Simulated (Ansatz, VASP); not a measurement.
# AlRu: VASP beside Ansatz

```
CELL_PARAMETERS angstrom
3.11126 0.00000 0.00000
0.00000 2.99160 0.00000
0.00000 0.00000 2.99160
ATOMIC_POSITIONS crystal
Al 0.00000 0.00000 0.00000
Ru 0.50000 0.50000 0.50000
```

Change from the starting cell: strain +0.0400 x Voigt [1, 0, 0, 0, 0, 0], atoms carried along.

Alike in both runs: task single point; functional PBE; k mesh 16 × 16 × 16; occupations gaussian, width 0.15 eV; no spin polarisation.

|  | VASP | Ansatz |
| --- | --- | --- |
| version | VASP 6.6.1 | Ansatz 0.2.0 |
| potentials or method | VASP PAW PBE potentials, release 64 (Al, Ru_pv) | scalar-relativistic, plane waves, PAW |
| plane-wave cutoff (eV) | 520 | 420 |
| valence electrons in the cell | 17 | 19 |

|  | VASP | Ansatz | Ansatz less VASP |
| --- | --- | --- | --- |
| gap on the k mesh at the Fermi level (eV) | none | none | - |
| pressure (GPa) | -5.0 | -5.0 | +0.05 |
| largest component of the traceless stress (GPa) | 3.90 | 3.90 | -0.005 |

A gap of «none» marks a metal or a gap that the smearing closes. The two sets of potentials don't hold the same shells in valence.
